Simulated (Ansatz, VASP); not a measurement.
**One calculation of GaN, two programs**

INCAR

```
  PREC = Accurate
  ENCUT = 520
  EDIFF = 1E-7
  ISMEAR = -1
  SIGMA = 0.05
  LREAL = F
  LASPH = T
  NELM = 80
  ALGO = Normal
  ISIF = 2
  LWAVE = F
  LCHARG = F
  GGA = PE
  NBANDS = 16
```

Contents of KPOINTS:

```
Automatic mesh
0
Gamma
  10 10 10
```

Contents of POSCAR:

```
GaN
1.0
    0.0000000000      2.2383759866      2.2383759866
    2.2383759866      0.0000000000      2.2383759866
    2.2383759866      2.2383759866      0.0000000000
Ga N
1 1
Direct
    0.0000000000      0.0000000000      0.0000000000
    0.2500000000      0.2500000000      0.2500000000
```

File input.yaml:

```yaml
crystal:
  lattice:
    - [0.0, 2.2383759866, 2.2383759866]
    - [2.2383759866, 0.0, 2.2383759866]
    - [2.2383759866, 2.2383759866, 0.0]
  atoms:
    - { symbol: Ga, position: [0.0, 0.0, 0.0] }
    - { symbol: "N", position: [0.25, 0.25, 0.25] }
hamiltonian:
  xc: pbe
  pseudopotentials: { kind: paw }
kpoints:
  mp_grid: { grid: [10, 10, 10] }
scf:
  occupations: { method: fermi_dirac, width: 0.05 }
output:
  forces: true
  stress: true
  eigenvalues: true
```

Change from the starting cell: volume scaled by 0.98.

Alike in both runs: task single point; functional PBE; k mesh 10 × 10 × 10; occupations fermi-dirac, width 0.05 eV; no spin polarisation.

|  | VASP | Ansatz |
| --- | --- | --- |
| version | VASP 6.6.1 | Ansatz 0.2.0 |
| potentials or method | VASP PAW PBE potentials, release 64 (Ga_d, N) | Ansatz PAW |
| plane-wave cutoff (eV) | 520 | 420 |
| valence electrons in the cell | 18 | 18 |

VASP gave:

```
gap on the k mesh at the Fermi level (eV) : 1.85
least direct gap on the mesh (eV)         : 1.85
pressure (GPa)                            : 9.1
```

Question: Which values does Ansatz return?

Answer: gap on the k mesh at the Fermi level (eV): 1.84; least direct gap on the mesh (eV): 1.84; pressure (GPa): 9.1.

Caveats: the pressure holds a Pulay correction of +0.5 GPa for the finite cutoff (Ansatz).
